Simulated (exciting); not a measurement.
# Pb (P6_3/mmc) in exciting: reference runs

Aim: a first look at Pb with PBEsol, on the cell as given.

Everything below comes from runs of exciting (release sodium). Logs are shortened: lines on timing, memory, paths and dates and some standing lists are left out, and cuts for length are marked.

### 1 Starting point

The structure is hexagonal, space group P6_3/mmc (No. 194). The conventional cell has a = 3.480 Å, b = 3.480 Å, c = 5.590 Å, α = 90.00°, β = 90.00°, γ = 120.00°. Around Pb (site symmetry -6m2) lie 12 Pb at 3.44 to 3.48 Å.

This isn't the form of Pb at room conditions, which is fcc.

### 2 Single point, PBEsol

input.xml

```xml
<input>
  <title>Pb</title>
  <structure speciespath="./" tshift="false">
    <crystal scale="1">
      <basevect>6.576246913698 0.000000000000 0.000000000000</basevect>
      <basevect>-3.288123456849 5.695196888878 0.000000000000</basevect>
      <basevect>0.000000000000 0.000000000000 10.563569036658</basevect>
    </crystal>
    <species speciesfile="Pb.xml" rmt="2.3">
      <atom coord="0.666666666700 0.333333333300 0.750000000000"/>
      <atom coord="0.333333333300 0.666666666700 0.250000000000"/>
    </species>
  </structure>
  <groundstate do="fromscratch" ngridk="9 9 5" rgkmax="9" gmaxvr="14" lmaxapw="10" lmaxmat="10" lmaxvr="8" xctype="GGA_PBE_SOL" stype="Fermi Dirac" swidth="0.00183747" nempty="10" ValenceRelativity="iora*" epsengy="1e-05" epspot="1e-05" maxscl="60" tforce="true" outputlevel="normal"/>
</input>
```

Potentials or basis: all-electron LAPW+lo, shipped species files, valence relativity iora*.

On the command line:

```sh
> OMP_NUM_THREADS=1 exciting_smp
```

INFO.OUT:

```text
================================================================================
EXCITING SODIUM started
[... 10 lines left out ...]

 Lattice vectors (cartesian) :
      6.5762469137      0.0000000000      0.0000000000
     -3.2881234568      5.6951968889      0.0000000000
      0.0000000000      0.0000000000     10.5635690367

 Reciprocal lattice vectors (cartesian) :
      0.9554363438      0.5516214303     -0.0000000000
      0.0000000000      1.1032428606      0.0000000000
      0.0000000000     -0.0000000000      0.5947975808

 Unit cell volume                           :     395.6375725781
 Brillouin zone volume                      :       0.6269632377

 Species :    1 (Pb)
     parameters loaded from                 :    Pb.xml
     name                                   :    lead
     nuclear charge                         :     -82.00000000
     electronic charge                      :      82.00000000
     atomic mass                            :  377702.49410000
     muffin-tin radius                      :       2.30000000
     # of radial points in muffin-tin       :     450

     atomic positions (lattice) :
       1 :   0.66666667  0.33333333  0.75000000
       2 :   0.33333333  0.66666667  0.25000000

 Total number of atoms per unit cell        :       2

 Spin treatment                             :    spin-unpolarised

 Number of Bravais lattice symmetries       :      24
 Number of crystal symmetries               :      12

 k-point grid                               :       9    9    5
 Total number of k-points                   :      50
 k-point set is reduced with crystal symmetries

 R^MT_min * |G+k|_max (rgkmax)              :       9.00000000
 Species with R^MT_min                      :       1 (Pb)
 Maximum |G+k| for APW functions            :       3.91304348
 Maximum |G| for potential and density      :      14.00000000

 G-vector grid sizes                        :      30    30    48
 Total number of G-vectors                  :   18329

 Maximum angular momentum used for
     APW functions                          :      10
     computing H and O matrix elements      :      10
     potential and density                  :       8
     inner part of muffin-tin               :       2

 Total nuclear charge                       :    -164.00000000
 Total electronic charge                    :     164.00000000
 Total core charge                          :     136.00000000
 Total valence charge                       :      28.00000000

 Number of empty states                     :      10
 Total number of valence states             :      25

 Maximum Hamiltonian size                   :     439
 Maximum number of plane-waves              :     411
 Total number of local-orbitals             :      28

 Exchange-correlation type                  :      22
     PBEsol, Phys. Rev. Lett. 100, 136406 (2008)
     Generalised gradient approximation (GGA)

[... 20 lines left out ...]
+ SCF iteration number :    1                                                  +
++++++++++++++++++++++++++++++++++++++++++++++++++++++++++++++++++++++++++++++++
 Total energy                               :    -41834.74838802
 _______________________________________________________________
 Fermi energy                               :         0.29728068
 Kinetic energy                             :     48730.43570092
 Coulomb energy                             :    -89795.93678493
 Exchange energy                            :      -757.92832116
 Correlation energy                         :       -11.31898286

 DOS at Fermi energy (states/Ha/cell)       :        30.42394370

 Electron charges :
     core                                   :       136.00000000
     core leakage                           :         0.02521779
     valence                                :        28.00000000
     interstitial                           :         5.91155699
     charge in muffin-tin spheres :
                  atom     1    Pb          :        79.04422150
                  atom     2    Pb          :        79.04422150
     total charge in muffin-tins            :       158.08844301
     total charge                           :       164.00000000

++++++++++++++++++++++++++++++++++++++++++++++++++++++++++++++++++++++++++++++++
+ SCF iteration number :    2                                                  +
++++++++++++++++++++++++++++++++++++++++++++++++++++++++++++++++++++++++++++++++
 Total energy                               :    -41840.36669189
 _______________________________________________________________
 Fermi energy                               :         0.29219108
 Kinetic energy                             :     48726.52899547
 Coulomb energy                             :    -89797.57433411
 Exchange energy                            :      -758.00148553
 Correlation energy                         :       -11.31986772

 DOS at Fermi energy (states/Ha/cell)       :        31.82496636

 Electron charges :
     core                                   :       136.00000000
     core leakage                           :         0.02496795
     valence                                :        28.00000000
     interstitial                           :         5.88350599
     charge in muffin-tin spheres :
                  atom     1    Pb          :        79.05824700
                  atom     2    Pb          :        79.05824700
     total charge in muffin-tins            :       158.11649401
     total charge                           :       164.00000000
[... 296 lines left out ...]
++++++++++++++++++++++++++++++++++++++++++++++++++++++++++++++++++++++++++++++++
+ SCF iteration number :   13                                                  +
++++++++++++++++++++++++++++++++++++++++++++++++++++++++++++++++++++++++++++++++
 Total energy                               :    -41846.11279095
 _______________________________________________________________
 Fermi energy                               :         0.27753745
 Kinetic energy                             :     48721.28374993
 Coulomb energy                             :    -89798.02664407
 Exchange energy                            :      -758.04933691
 Correlation energy                         :       -11.32055989

 DOS at Fermi energy (states/Ha/cell)       :        34.24000908

 Electron charges :
     core                                   :       136.00000000
     core leakage                           :         0.02468611
     valence                                :        28.00000000
     interstitial                           :         5.84886087
     charge in muffin-tin spheres :
                  atom     1    Pb          :        79.07556957
                  atom     2    Pb          :        79.07556957
     total charge in muffin-tins            :       158.15113913
     total charge                           :       164.00000000

 RMS change in effective potential (target) :  0.105999E-08  ( 0.100000E-04)
 Absolute change in total energy   (target) :  0.297907E-05  ( 0.100000E-04)
 Charge distance                   (target) :  0.564733E-09  ( 0.100000E-04)
 Abs. change in max-nonIBS-force   (target) :  0.117830E-08  ( 0.500000E-04)

++++++++++++++++++++++++++++++++++++++++++++++++++++++++++++++++++++++++++++++++
| Convergency criteria checked for the last 2 iterations                       +
| Convergence targets achieved. Performing final SCF iteration                 +
++++++++++++++++++++++++++++++++++++++++++++++++++++++++++++++++++++++++++++++++
 Total energy                               :    -41846.11279155
 _______________________________________________________________
 Fermi energy                               :         0.27753745
 Kinetic energy                             :     48721.28374959
 Coulomb energy                             :    -89798.02664433
 Exchange energy                            :      -758.04933692
 Correlation energy                         :       -11.32055989

 DOS at Fermi energy (states/Ha/cell)       :        34.24000886

 Electron charges :
     core                                   :       136.00000000
     core leakage                           :         0.02468611
     valence                                :        28.00000000
     interstitial                           :         5.84886086
     charge in muffin-tin spheres :
                  atom     1    Pb          :        79.07556957
                  atom     2    Pb          :        79.07556957
     total charge in muffin-tins            :       158.15113914
     total charge                           :       164.00000000

++++++++++++++++++++++++++++++++++++++++++++++++++++++++++++++++++++++++++++++++
+ Self-consistent loop stopped                                                 +
++++++++++++++++++++++++++++++++++++++++++++++++++++++++++++++++++++++++++++++++
 STATE.OUT is written

--------------------------------------------------------------------------------
- Writing atomic positions and forces                                          -
--------------------------------------------------------------------------------

 Atomic positions (lattice) :
 atom     1  Pb  :     0.66666667    0.33333333    0.75000000
 atom     2  Pb  :     0.33333333    0.66666667    0.25000000

 Total atomic forces including IBS (cartesian) :
 atom     1  Pb  :    -0.00000000    0.00000000   -0.00000005
 atom     2  Pb  :     0.00000000    0.00000000    0.00000005

 Atomic force components including IBS (cartesian) :
 atom     1  Pb  :     0.00000000    0.00000000   -0.00000048   HF force
                 :     0.00000000    0.00000000    0.00000052   core correction
                 :    -0.00000000    0.00000000   -0.00000010   IBS correction
 atom     2  Pb  :    -0.00000000    0.00000000    0.00000048   HF force
                 :    -0.00000000    0.00000000   -0.00000052   core correction
                 :     0.00000000   -0.00000000    0.00000010   IBS correction

********************************************************************************
[... 7 lines left out ...]
| EXCITING SODIUM stopped                                                      =
================================================================================
```

It took 3.2 min on 1 thread of Arm Neoverse V1, shared host; peak memory 0.15 GiB.

Results:

| Item | Value |
| --- | --- |
| Free energy | -1138690.7487 eV |
| Band gap on the k mesh | none (metal or under the smearing width) |
| All electrons inside the program's atomic spheres | Pb 79.08 (radii Pb 2.3 bohr) |

Caveat: the log's total energy holds no entropy term; the free energy is that total less TS from the occupations. The run has no spin-orbit coupling, so splittings on Pb are missing.
